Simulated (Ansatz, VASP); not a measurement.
## Two plane-wave programs on Cu

```
Cu
1.0
     0.00000    1.77060    1.77060
     1.77060    0.00000    1.77060
     1.77060    1.77060    0.00000
Cu
1
Direct
  0.00000 0.00000 0.00000
```

Change from the starting cell: volume scaled by 0.94, PAW files.

Alike in both runs: task electric field gradients; functional PBE; k mesh 19 × 19 × 19; occupations fermi-dirac, width 0.08 eV; no spin polarisation.

|  | VASP | Ansatz |
| --- | --- | --- |
| version | VASP 6.6.1 | Ansatz 0.2.0 |
| potentials or method | VASP PAW PBE potentials, release 64 (Cu) | PAW with Ansatz's default frozen-core files, scalar-relativistic |
| plane-wave cutoff (eV) | 520 | 420 |
| valence electrons in the cell | 11 | 19 |

```csv
,VASP,Ansatz,Ansatz less VASP
pressure (GPa),13.0,12.5,-0.53
Vzz of the field gradient on the site that differs most (V/Å²),0.0,0.0,0.00
```

The two sets of potentials don't hold the same shells in valence.
